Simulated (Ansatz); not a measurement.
# Gallium, hcp under PBE: structure, energy and stiffness

The plan for gallium in the hcp structure: relax it, solve it on a dense k-mesh, switch on spin-orbit coupling, then scale the cell to 7 volumes from 88 to 112 % of the relaxed one and try a fit of the equation of state. The k-meshes are 12×12×7 for the relaxation; 20×20×11 for the dense run; 12×12×7 for spin-orbit coupling; 13×13×8 for the volumes.

Program: Ansatz 0.2.0. Level of theory: DFT PBE, plane waves (420 eV) with PAW, scalar-relativistic. These are calculated values, not measurements.

## (1) The structure to begin with

The structure is hexagonal, space group P6_3/mmc (No. 194). Conventional cell: a = 3.026 Å, b = 3.026 Å, c = 4.942 Å, α = 90.00°, β = 90.00°, γ = 120.00°. Ga (site symmetry -6m2) is surrounded by 12 Ga at 3.03 Å.

As a file:

```
Ga
1.0
     3.02612    0.00000    0.00000
    -1.51306    2.62070    0.00000
     0.00000    0.00000    4.94165
Ga
2
Direct
  0.33333 0.66667 0.25000
  0.66667 0.33333 0.75000
```

## (2) Relaxing cell and atoms

input.yaml reads:

```yaml
crystal:
  lattice:
    - [3.0261186087, 0.0, 0.0]
    - [-1.5130593044, 2.62069559, 0.0]
    - [0.0, 0.0, 4.941651688]
  atoms:
    - { symbol: Ga, position: [0.3333333333, 0.6666666667, 0.25] }
    - { symbol: Ga, position: [0.6666666667, 0.3333333333, 0.75] }
hamiltonian:
  xc: pbe
  pseudopotentials:
    kind: paw
    azcp:
      Ga: "pseudopotentials/Ga.paw.azcp"
basis:
  ecutwfc: 420
  fft_grid_basis: typed
kpoints:
  mp_grid: { grid: [12, 12, 7], shift: [0, 0, 0] }
magnetization:
  spin_polarized: false
scf:
  occupations: { method: fermi_dirac, width: 0.1 }
relax:
  max_steps: 60
  f_tol: 0.01
  cell: {}
```

Launch:

```
> ansatz run input.yaml --threads 1 --pin off --max-ram 3584MiB --backend cpu --events-out ev --progress --plain --runs-dir out
```

Output:

```text
Engine: ansatz 0.2.0, x86_64-unknown-linux-gnu
Pseudopotentials: kind: paw
Pseudopotential: Ga, paw, valence charge 13, recommended cutoff 420 eV (normal), <dir>
Functional definition: PBE
  parameter kappa = 0.804
  parameter beta = 0.06672455060314922
  exchange = pbe_x(kappa = kappa, mu = beta*pi^2/3)
  correlation = pbe_c(beta = beta)
Crystal: 2 atoms, lattice volume = 39.190 Å³
Basis set: ecut = 420 eV, 761 PW (Γ), exchange–correlation on 48×48×72 points (8 copies of the dense FFT grid, shifted against one another)
Bands: 17, of which v1, the nominal top of the filled ones, is band 13 counted from 1 (12 counted from 0)
Symmetry: 24 space group operations
Space group: P63/mmc (ITA 194), of the structure as read, at distance tolerance 3.4e-5 Å
k-points: 76 of 1008
Non-local potential: Ga, projectors of the file, l = 0: 2, l = 1: 2, l = 2: 3, l = 3: 1
PAW form: soft (Blöchl's): semilocal exchange-correlation on the pseudo side does not see the compensation charge
PAW one-centre angular grid: Ga, 590 points (default); XC on 64 Gauss nodes
Initial density: superposition of atomic densities (neutral atoms: chi_scale 0, normalization atom), corrected by the library's trained network
Initial wavefunctions: pseudopotential atomic-orbital guess
Functional: x = pbe(κ = 0.804, μ = 0.2195149727645171), c = pbe(β = 0.06672455060314922)
SCF iter   1: F=—  HF=-7565.990244 eV  |F-HF|=—  |Δ(HF+E_count)|=         —  Δρ=1.69e-3  dr2=5.82e-4  ethr=1.77e-3  ⟨swp⟩=5.1  Hψ=5922  notcnv=0
preconditioner: auto → Kerker (q_TF=auto, 2.548 Å⁻¹)  [metal: Δε(μ)=0.143 eV  Ē_g=16.765 eV  σ=0.100 eV  W_gap=0.34  n_scr=10 (ndim 8)  ℏωp=30.2 eV  f_vac=0.000  D(μ)=0.66/eV (n_scr^D=2)]
SCF iter   2: F=—  HF=-7565.989847 eV  |F-HF|=—  |Δ(HF+E_count)|=   3.97e-4  Δρ=9.01e-4  dr2=2.43e-4  ethr=2.24e-6  ⟨swp⟩=2.0  Hψ=2242  notcnv=0
SCF iter   3: F=—  HF=-7565.989918 eV  |F-HF|=—  |Δ(HF+E_count)|=   7.16e-5  Δρ=4.82e-4  dr2=4.81e-5  ethr=9.36e-7  ⟨swp⟩=2.0  Hψ=2279  notcnv=0
SCF iter   4: F=—  HF=-7565.989873 eV  |F-HF|=—  |Δ(HF+E_count)|=   4.57e-5  Δρ=1.07e-4  dr2=5.05e-6  ethr=1.85e-7  ⟨swp⟩=2.0  Hψ=2051  notcnv=0
SCF iter   5: F=—  HF=-7565.989868 eV  |F-HF|=—  |Δ(HF+E_count)|=   4.54e-6  Δρ=7.20e-5  dr2=8.47e-7  ethr=1.94e-8  ⟨swp⟩=2.0  Hψ=2280  notcnv=0
SCF iter   6: F=-7565.989867 eV  HF=-7565.989867 eV  |F-HF|=1.86e-8  |Δ(HF+E_count)|=   7.87e-7  Δρ=8.72e-6  dr2=1.60e-8  ethr=3.85e-10  ⟨swp⟩=3.0  Hψ=5674  notcnv=0
SCF 1 converged in 6 iterations: F = -7565.989867 eV  dr2 = 1.60e-8
relax step   1: F+E_penalty+E_count = -7565.98986722 eV  Δ(F+E_penalty+E_count) = +0.000e0 eV  max|allowed force component| = 6.708e-17 eV/Å  Δτ_max = 0.0000 Å  P = -1.219 GPa  Ω = 39.190 Å³  (6 SCF iters, dr2 threshold 1.00e-7 eV, accepted)
Crystal: 2 atoms, lattice volume = 38.174 Å³
Basis set: ecut = 420 eV, 713 PW (Γ), exchange–correlation on 48×48×72 points (8 copies of the dense FFT grid, shifted against one another)
Initial density: handed on by an earlier stage of this run
Initial wavefunctions: those handed on with the density
iter 1 solved again at ethr=8.58e-7 eV; its pass at ethr=3.10e-3 eV (dr2=2.23e-4 eV) is discarded
SCF iter   1: F=—  HF=-7565.996260 eV  |F-HF|=—  |Δ(HF+E_count)|=         —  Δρ=7.38e-4  dr2=2.33e-4  ethr=8.58e-7  ⟨swp⟩=2.0  Hψ=8143  notcnv=0
preconditioner: auto → none  [metal: Δε(μ)=0.089 eV  Ē_g=16.858 eV  σ=0.100 eV  W_gap=0.22  n_scr=8 (ndim 8)  ℏωp=30.6 eV  f_vac=0.000  D(μ)=0.65/eV (n_scr^D=2)]
SCF iter   2: F=—  HF=-7565.996186 eV  |F-HF|=—  |Δ(HF+E_count)|=   7.39e-5  Δρ=3.94e-4  dr2=3.18e-5  ethr=8.58e-7  ⟨swp⟩=2.0  Hψ=2074  notcnv=0
SCF iter   3: F=—  HF=-7565.996172 eV  |F-HF|=—  |Δ(HF+E_count)|=   1.39e-5  Δρ=1.07e-4  dr2=4.38e-6  ethr=1.22e-7  ⟨swp⟩=2.0  Hψ=2052  notcnv=0
SCF iter   4: F=-7565.996170 eV  HF=-7565.996170 eV  |F-HF|=3.66e-8  |Δ(HF+E_count)|=   1.61e-6  Δρ=2.79e-5  dr2=1.07e-7  ethr=7.69e-10  ⟨swp⟩=3.0  Hψ=5842  notcnv=0
SCF 2 converged in 4 iterations: F = -7565.996170 eV  dr2 = 1.07e-7
relax step   2: F+E_penalty+E_count = -7565.99617031 eV  Δ(F+E_penalty+E_count) = -6.303e-3 eV  max|allowed force component| = 7.517e-17 eV/Å  Δτ_max = 0.0000 Å  P = -0.034 GPa  Ω = 38.174 Å³  energy of the carried Pulay correction = +2.763e-4 eV  (4 SCF iters, dr2 threshold 2.00e-7 eV, accepted)
Crystal: 2 atoms, lattice volume = 37.960 Å³
Basis set: ecut = 420 eV, 725 PW (Γ), exchange–correlation on 48×48×72 points (8 copies of the dense FFT grid, shifted against one another)
iter 1 solved again at ethr=5.65e-7 eV; its pass at ethr=3.10e-3 eV (dr2=1.47e-4 eV) is discarded
SCF iter   1: F=—  HF=-7565.997752 eV  |F-HF|=—  |Δ(HF+E_count)|=         —  Δρ=5.51e-4  dr2=1.47e-4  ethr=5.65e-7  ⟨swp⟩=2.4  Hψ=8347  notcnv=0
preconditioner: auto → none  [metal: Δε(μ)=0.131 eV  Ē_g=16.891 eV  σ=0.100 eV  W_gap=0.32  n_scr=8 (ndim 8)  ℏωp=30.7 eV  f_vac=0.000  D(μ)=0.67/eV (n_scr^D=2)]
SCF iter   2: F=—  HF=-7565.997722 eV  |F-HF|=—  |Δ(HF+E_count)|=   3.03e-5  Δρ=2.46e-4  dr2=2.64e-5  ethr=5.65e-7  ⟨swp⟩=1.0  Hψ=1292  notcnv=0
SCF iter   3: F=—  HF=-7565.997719 eV  |F-HF|=—  |Δ(HF+E_count)|=   3.15e-6  Δρ=5.20e-5  dr2=6.19e-7  ethr=1.01e-7  ⟨swp⟩=2.7  Hψ=2288  notcnv=0
SCF iter   4: F=-7565.997718 eV  HF=-7565.997718 eV  |F-HF|=1.07e-8  |Δ(HF+E_count)|=   8.25e-7  Δρ=1.91e-5  dr2=6.10e-8  ethr=7.69e-10  ⟨swp⟩=4.9  Hψ=5353  notcnv=0
SCF 3 converged in 4 iterations: F = -7565.997718 eV  dr2 = 6.10e-8
relax step   3: F+E_penalty+E_count = -7565.99771801 eV  Δ(F+E_penalty+E_count) = -1.548e-3 eV  max|allowed force component| = 6.708e-17 eV/Å  Δτ_max = 0.0000 Å  P = +0.262 GPa  Ω = 37.960 Å³  energy of the carried Pulay correction = +3.397e-4 eV  (4 SCF iters, dr2 threshold 2.00e-7 eV, accepted)
Crystal: 2 atoms, lattice volume = 38.103 Å³
Basis set: ecut = 420 eV, 723 PW (Γ), exchange–correlation on 48×48×72 points (8 copies of the dense FFT grid, shifted against one another)
iter 1 solved again at ethr=2.81e-7 eV; its pass at ethr=3.10e-3 eV (dr2=7.31e-5 eV) is discarded
SCF iter   1: F=—  HF=-7565.998070 eV  |F-HF|=—  |Δ(HF+E_count)|=         —  Δρ=3.40e-4  dr2=5.67e-5  ethr=2.81e-7  ⟨swp⟩=3.0  Hψ=8168  notcnv=0
preconditioner: auto → none  [metal: Δε(μ)=0.032 eV  Ē_g=16.874 eV  σ=0.100 eV  W_gap=0.08  n_scr=8 (ndim 8)  ℏωp=30.7 eV  f_vac=0.000  D(μ)=0.70/eV (n_scr^D=2)]
SCF iter   2: F=—  HF=-7565.998058 eV  |F-HF|=—  |Δ(HF+E_count)|=   1.17e-5  Δρ=1.51e-4  dr2=9.92e-6  ethr=2.18e-7  ⟨swp⟩=1.0  Hψ=1301  notcnv=0
SCF iter   3: F=—  HF=-7565.998057 eV  |F-HF|=—  |Δ(HF+E_count)|=   9.13e-7  Δρ=5.00e-5  dr2=5.54e-7  ethr=3.81e-8  ⟨swp⟩=2.0  Hψ=2203  notcnv=0
SCF iter   4: F=-7565.998056 eV  HF=-7565.998056 eV  |F-HF|=6.18e-11  |Δ(HF+E_count)|=   7.21e-7  Δρ=9.69e-6  dr2=1.89e-8  ethr=7.69e-10  ⟨swp⟩=5.0  Hψ=5470  notcnv=0
SCF 4 converged in 4 iterations: F = -7565.998056 eV  dr2 = 1.89e-8
relax step   4: F+E_penalty+E_count = -7565.99805624 eV  Δ(F+E_penalty+E_count) = -3.382e-4 eV  max|allowed force component| = 4.973e-17 eV/Å  Δτ_max = 0.0000 Å  P = +0.098 GPa  Ω = 38.103 Å³  energy of the carried Pulay correction = +3.039e-4 eV  (4 SCF iters, dr2 threshold 2.00e-7 eV, accepted)
Crystal: 2 atoms, lattice volume = 38.173 Å³
iter 1 solved again at ethr=1.55e-8 eV; its pass at ethr=3.10e-3 eV (dr2=4.02e-6 eV) is discarded
SCF iter   1: F=—  HF=-7565.998066 eV  |F-HF|=—  |Δ(HF+E_count)|=         —  Δρ=6.05e-5  dr2=1.56e-6  ethr=1.55e-8  ⟨swp⟩=3.3  Hψ=8010  notcnv=0
preconditioner: auto → none  [metal: Δε(μ)=0.060 eV  Ē_g=16.867 eV  σ=0.100 eV  W_gap=0.15  n_scr=8 (ndim 8)  ℏωp=30.6 eV  f_vac=0.000  D(μ)=0.70/eV (n_scr^D=2)]
SCF iter   2: F=—  HF=-7565.998064 eV  |F-HF|=—  |Δ(HF+E_count)|=   1.51e-6  Δρ=3.35e-5  dr2=2.33e-7  ethr=6.00e-9  ⟨swp⟩=2.0  Hψ=2058  notcnv=0
SCF iter   3: F=-7565.998064 eV  HF=-7565.998064 eV  |F-HF|=2.91e-8  |Δ(HF+E_count)|=   5.52e-8  Δρ=8.03e-6  dr2=2.52e-8  ethr=1.77e-10  ⟨swp⟩=4.9  Hψ=5263  notcnv=0
SCF 5 converged in 3 iterations: F = -7565.998064 eV  dr2 = 2.52e-8
relax step   5: F+E_penalty+E_count = -7565.99806434 eV  Δ(F+E_penalty+E_count) = -8.095e-6 eV  max|allowed force component| = 6.823e-17 eV/Å  Δτ_max = 0.0000 Å  P = +0.009 GPa  Ω = 38.173 Å³  energy of the carried Pulay correction = +2.846e-4 eV  (3 SCF iters, dr2 threshold 4.61e-8 eV, accepted)
Initial wavefunctions: pseudopotential atomic-orbital guess (no wavefunctions were taken with the density)
iter 1 solved again at ethr=9.99e-8 eV; its pass at ethr=3.10e-3 eV (dr2=2.60e-5 eV) is discarded
SCF iter   1: F=—  HF=-7565.997747 eV  |F-HF|=—  |Δ(HF+E_count)|=         —  Δρ=4.27e-5  dr2=1.98e-7  ethr=9.99e-8  ⟨swp⟩=2.7  Hψ=8875  notcnv=0
preconditioner: auto → none  [metal: Δε(μ)=0.059 eV  Ē_g=16.866 eV  σ=0.100 eV  W_gap=0.15  n_scr=8 (ndim 8)  ℏωp=30.6 eV  f_vac=0.000  D(μ)=0.70/eV (n_scr^D=2)]
SCF iter   2: F=—  HF=-7565.997745 eV  |F-HF|=—  |Δ(HF+E_count)|=   1.98e-6  Δρ=4.09e-5  dr2=2.49e-7  ethr=7.63e-10  ⟨swp⟩=2.0  Hψ=2282  notcnv=0
SCF iter   3: F=—  HF=-7565.997746 eV  |F-HF|=—  |Δ(HF+E_count)|=   6.99e-8  Δρ=6.01e-6  dr2=6.78e-9  ethr=7.63e-10  ⟨swp⟩=2.0  Hψ=2278  notcnv=0
SCF iter   4: F=—  HF=-7565.997746 eV  |F-HF|=—  |Δ(HF+E_count)|=   9.30e-9  Δρ=1.53e-6  dr2=3.62e-10  ethr=2.61e-11  ⟨swp⟩=2.0  Hψ=2289  notcnv=0
SCF iter   5: F=-7565.997746 eV  HF=-7565.997746 eV  |F-HF|=4.55e-12  |Δ(HF+E_count)|=  2.83e-10  Δρ=1.42e-7  dr2=3.63e-12  ethr=1.00e-12  ⟨swp⟩=4.1  Hψ=6054  notcnv=0
SCF 6 converged in 5 iterations: F = -7565.997746 eV  dr2 = 3.63e-12
relax step   6: F+E_penalty+E_count = -7565.99774554 eV  Δ(F+E_penalty+E_count) = +3.188e-4 eV  max|allowed force component| = 7.401e-17 eV/Å  Δτ_max = 0.0000 Å  P = +0.014 GPa  Ω = 38.173 Å³  stress off target by 2.30e-2 GPa  SCF on the basis re-selected at this cell (its energy is not comparable with the rows above)  (5 SCF iters)
basis re-selected at this cell: Δ(F+E_penalty+E_count) = +3.188e-4 eV, ΔP = +0.005 GPa vs the last step (what re-selecting the basis moved, of the pressure what is left beyond the Pulay correction that the steps carried, after the strain that the cell walked since its last selection, with what the two solves' SCF thresholds leave and, on support functions, any second-order correction that the steps lacked; it is no measure of the basis error at this ecutwfc). This SCF's stress stands 2.30e-2 GPa from its target on what of the cell is left free (relax.cell.stress_tol is 5.00e-2 GPa) and its largest allowed force component is 7.40e-17 eV/Å (relax.f_tol is 1.00e-2 eV/Å): within both
SCF converged after 5 iterations
Free energy (F): -7565.997746 eV
Harris-Foulkes:  -7565.997746 eV  (|F-HF|=4.55e-12)
Internal energy: -7565.974025 eV  (E = F + TS)
E sigma→0 (E₀):  -7565.985885 eV
Entropy (-TS):   -0.023721 eV (-11.860 meV/atom)
Fermi energy:    9.582183 eV
--- Per-component energies (eV) ---
  E_band       = -73.495096
  E_kinetic    = 228.917505
  E_local      = -3580.469913  (includes V_loc(G=0)·N_el)
  E_nonlocal   = 844.154394
  E_hartree    = 1680.348047
  E_xc         = -138.745548
  E_vxc        = -116.177594  (∫ρ·V_xc dr)
  E_paw        = -3970.652561  (= ΣΔE_a)
  E_vpaw       = -810.615205  (= ΣTr[D̂ρ^β])
  E_aug_tail   = -0.000235  (compensation charges beyond the density's cutoff)
  E_ewald      = -2629.525714
  E_smearing   = -0.023721  (= −TS)
  E_closure    = -0.000000  (closes the sum)
  Σ components = -7565.997746   (vs F -7565.997746, Δ=0.00e0)
--- Forces (eV/Å), atoms counted from 1 ---
  atom   1  Ga     0.00000000     0.00000000     0.00000000
  atom   2  Ga    -0.00000000    -0.00000000    -0.00000000
  max |Σ_I F_I| component: 3.01e-17 eV/Å
--- Stress (GPa, compression-positive) ---
        0.009205      -0.000000      -0.000000
       -0.000000       0.009205       0.000000
       -0.000000      -0.000000       0.022957
  P = ⅓ Tr σ = 0.0138 GPa (0.138 kbar)
--- Relaxed structure (5 steps of the walk, 5 accepted, 1 SCFs on fresh bases) ---
  F+E_penalty+E_count = -7565.99774554 eV   max|allowed force component| = 7.401e-17 eV/Å   (the final SCF, on the basis selected at the relaxed cell)
  cell:  # Å, volume = 38.1731 Å³
    - [3.0338911979361587, 2.8941771444124438e-11, -1.5881118161759127e-18]
    - [-1.5169455989931435, 2.6274268497162456, 7.940559081010668e-19]
    - [-2.593386595811056e-18, -1.793369228897007e-32, 4.788804150900026]
  atoms:
    - { symbol: Ga, position: [0.3333333333333333, 0.6666666666666666, 0.25] }
    - { symbol: Ga, position: [0.6666666666666666, 0.33333333333333326, 0.7499999999999999] }
```

Run time: 16 s. Hardware: 1 thread of Intel Xeon Platinum 8259CL at 2.50GHz (Skylake/Cascade Lake), shared host; peak memory 0.55 GiB.

The walk, from the log:

```
step  energy change (meV/atom)  largest force (eV/Å)  pressure (GPa)  volume (Å³/atom)
   1                      0.00                0.0000           -1.22            19.595
   2                     -3.15                0.0000           -0.03            19.087
   3                     -3.93                0.0000            0.26            18.980
   4                     -4.09                0.0000            0.10            19.051
   5                     -4.10                0.0000            0.01            19.087
   6                     -3.94                0.0000            0.01            19.087
```

Steps that repeat a cell are solved on a basis chosen anew, so their changes of energy are no gain of the relaxation.

The cell of the run, before and after:

|  | before | after | change |
| --- | --- | --- | --- |
| a (Å) | 3.026 | 3.034 | +0.3 % |
| b (Å) | 3.026 | 3.034 | +0.3 % |
| c (Å) | 4.942 | 4.789 | -3.1 % |
| volume (Å³/atom) | 19.595 | 19.087 | -2.6 % |
| shortest distance (Å) | 3.026 | 2.967 | -2.0 % |
| space group (spins left aside) | P6_3/mmc | P6_3/mmc | same |

## (3) The energy on a finer k-mesh

input.yaml reads:

```yaml
crystal:
  lattice:
    - [3.0338911979, 0.0, 0.0]
    - [-1.516945599, 2.6274268497, 0.0]
    - [0.0, 0.0, 4.7888041509]
  atoms:
    - { symbol: Ga, position: [0.3333333333, 0.6666666667, 0.25] }
    - { symbol: Ga, position: [0.6666666667, 0.3333333333, 0.75] }
hamiltonian:
  xc: pbe
  pseudopotentials:
    kind: paw
    azcp:
      Ga: "pseudopotentials/Ga.paw.azcp"
basis:
  ecutwfc: 420
  fft_grid_basis: typed
kpoints:
  mp_grid: { grid: [20, 20, 11], shift: [0, 0, 0] }
magnetization:
  spin_polarized: false
scf:
  occupations: { method: fermi_dirac, width: 0.1 }
```

Launch:

```
> ansatz run input.yaml --threads 1 --pin off --max-ram 3584MiB --backend cpu --events-out ev --progress --plain --runs-dir out
```

Output, shortened:

```text
[...]
[... 3 set-up lines as earlier in the session ...]
[...]
Crystal: 2 atoms, lattice volume = 38.173 Å³
Basis set: ecut = 420 eV, 725 PW (Γ)
Bands: 17, of which v1, the nominal top of the filled ones, is band 13 counted from 1 (12 counted from 0)
[... 2 set-up lines as earlier in the session ...]
k-points: 264 of 4400
[...]
SCF iter   1: F=—  HF=-7565.990953 eV  |F-HF|=—  |Δ(HF+E_count)|=         —  Δρ=1.80e-3  dr2=6.65e-4  ethr=1.77e-3  ⟨swp⟩=5.1  Hψ=20918  notcnv=0
[...]
SCF iter   6: F=-7565.990574 eV  HF=-7565.990574 eV  |F-HF|=1.20e-7  |Δ(HF+E_count)|=   2.73e-7  Δρ=1.62e-5  dr2=4.67e-8  ethr=3.85e-10  ⟨swp⟩=3.0  Hψ=11571  notcnv=0
[...]
SCF converged after 6 iterations
Free energy (F): -7565.990574 eV
[...]
E sigma→0 (E₀):  -7565.977676 eV
Entropy (-TS):   -0.025796 eV (-12.898 meV/atom)
Fermi energy:    9.597190 eV
[...]
```

It took 9.3 s on 1 thread of Intel Xeon Platinum 8259CL at 2.50GHz (Skylake/Cascade Lake), shared host; peak memory 0.58 GiB.

## (4) A two-component run at the same geometry

input.yaml: that of step 3 with these lines changed.

```diff
@@ -11,3 +11,3 @@
   pseudopotentials:
-    kind: paw
+    kind: paw_fr
     azcp:
@@ -18,5 +18,6 @@
 kpoints:
-  mp_grid: { grid: [20, 20, 11], shift: [0, 0, 0] }
+  mp_grid: { grid: [12, 12, 7], shift: [0, 0, 0] }
 magnetization:
-  spin_polarized: false
+  noncollinear: true
+  spin_orbit: true
 scf:
```

Launch:

```
> ansatz run input.yaml --threads 1 --pin off --max-ram 3584MiB --backend cpu --events-out ev --progress --plain --runs-dir out
```

Output, shortened:

```text
[...]
Pseudopotentials: kind: paw_fr
Pseudopotential: Ga, paw_fr, valence charge 13, recommended cutoff 420 eV (normal), <dir>
[... 1 set-up line as earlier in the session ...]
[...]
non-collinear run that drives no moment, with spin-orbit: no starting moment large enough to seed its density (crystal.atoms[].spin), no starting occupations that ask for one, no magnetisation constraint and no magnetic field, so the semilocal B_xc is pinned to zero
Crystal: 2 atoms, lattice volume = 38.173 Å³
Basis set: ecut = 420 eV, 725 PW (Γ)
Bands: 34, of which v1, the nominal top of the filled ones, is band 26 counted from 1 (25 counted from 0)
Symmetry: 24 space group operations + 24 with time reversal
Magnetic group: BNS 194.264 (UNI 1494), of the structure as read, at distance tolerance 3.4e-5 Å
k-points: 76 of 1008
Projection manifold: j_resolved (fully-relativistic pseudo-atomic orbitals)
[...]
SCF iter   1: F=—  HF=-7566.208774 eV  |F-HF|=—  |Δ(HF+E_count)|=         —  Δρ=1.84e-2  dr2=1.33e-1  dr2_m=0.00e0 (ungated)  ethr=3.10e-3  |M|=0.00e0 ∫|m|=0.00e0 μB  |m|>n=0.0e0 m-floor=0.0e0 τ_xc=0.0e0  β_m=0.30  ⟨swp⟩=6.6  Hψ=6124  notcnv=0  defer=14
[...]
SCF iter   6: F=-7566.156478 eV  HF=-7566.156478 eV  |F-HF|=2.94e-8  |Δ(HF+E_count)|=   1.10e-6  Δρ=9.86e-6  dr2=2.13e-8  dr2_m=0.00e0 (ungated)  ethr=3.85e-10  |M|=0.00e0 ∫|m|=0.00e0 μB  |m|>n=0.0e0 m-floor=0.0e0 τ_xc=0.0e0  ⟨swp⟩=1.9  Hψ=4456  notcnv=0
[...]
SCF converged after 6 iterations
Magnetization: |M| = 0.0000 μB,  M = (+0.0000, +0.0000, +0.0000) μB
Absolute magnetization: 0.0000 μB (∫|m|)
  site 0: m = (+0.0000, +0.0000, +0.0000) μB, |m| = 0.0000 μB  (R = 1.22 Å)
  site 1: m = (+0.0000, +0.0000, +0.0000) μB, |m| = 0.0000 μB  (R = 1.22 Å)
Free energy (F): -7566.156478 eV
[...]
E sigma→0 (E₀):  -7566.144623 eV
Entropy (-TS):   -0.023710 eV (-11.855 meV/atom)
Fermi energy:    9.580646 eV
[...]
```

Run time: 11 s. Hardware: 1 thread of Intel Xeon Platinum 8259CL at 2.50GHz (Skylake/Cascade Lake), shared host; peak memory 0.56 GiB.

With and without spin-orbit coupling:

```
                          scalar-relativistic      with spin-orbit coupling
         k-mesh                      20×20×11                       12×12×7
gap on the mesh  none (levels filled in part)  none (levels filled in part)
```

The meshes differ, so small differences between the columns need not come from spin-orbit coupling.

## (5) Volume × 0.88

input.yaml reads:

```yaml
crystal:
  lattice:
    - [2.907329306, 0.0, 0.0]
    - [-1.453664653, 2.5178210361, 0.0]
    - [0.0, 0.0, 4.58903426]
  atoms:
    - { symbol: Ga, position: [0.3333333333, 0.6666666667, 0.25] }
    - { symbol: Ga, position: [0.6666666667, 0.3333333333, 0.75] }
hamiltonian:
  xc: pbe
  pseudopotentials:
    kind: paw
    azcp:
      Ga: "pseudopotentials/Ga.paw.azcp"
basis:
  ecutwfc: 420
  fft_grid_basis: typed
kpoints:
  mp_grid: { grid: [13, 13, 8], shift: [0, 0, 0] }
magnetization:
  spin_polarized: false
scf:
  occupations: { method: fermi_dirac, width: 0.1 }
  lower_state_search: "off"
output:
  stress: true
```

Launch:

```
> ansatz run input.yaml --threads 1 --pin off --max-ram 3584MiB --backend cpu --events-out ev --progress --plain --runs-dir out
```

Output, shortened:

```text
[...]
[... 3 set-up lines as earlier in the session ...]
[...]
Crystal: 2 atoms, lattice volume = 33.592 Å³
Basis set: ecut = 420 eV, 627 PW (Γ)
Bands: 17, of which v1, the nominal top of the filled ones, is band 13 counted from 1 (12 counted from 0)
[... 1 set-up line as earlier in the session ...]
Space group: P63/mmc (ITA 194), of the structure as read, at distance tolerance 3.2e-5 Å
k-points: 105 of 1352
[...]
SCF iter   1: F=—  HF=-7565.885101 eV  |F-HF|=—  |Δ(HF+E_count)|=         —  Δρ=1.69e-3  dr2=8.27e-4  ethr=1.77e-3  ⟨swp⟩=5.1  Hψ=8031  notcnv=0
[...]
SCF iter   6: F=-7565.884587 eV  HF=-7565.884587 eV  |F-HF|=2.94e-9  |Δ(HF+E_count)|=   9.80e-9  Δρ=3.02e-6  dr2=1.51e-9  ethr=4.43e-11  ⟨swp⟩=2.0  Hψ=6459  notcnv=0
[...]
SCF converged after 6 iterations
Free energy (F): -7565.884587 eV
[...]
E sigma→0 (E₀):  -7565.873483 eV
Entropy (-TS):   -0.022208 eV (-11.104 meV/atom)
Fermi energy:    11.432505 eV
[...]
--- Stress (GPa, compression-positive) ---
        8.248209      -0.000000       0.000000
       -0.000000       8.248209       0.000000
        0.000000       0.000000       8.565071
  P = ⅓ Tr σ = 8.3538 GPa (83.538 kbar)
```

Run time: 3.2 s. Hardware: 1 thread of Intel Xeon Platinum 8259CL at 2.50GHz (Skylake/Cascade Lake), shared host; peak memory 0.51 GiB.

(Part 1 of 2 ends here.)
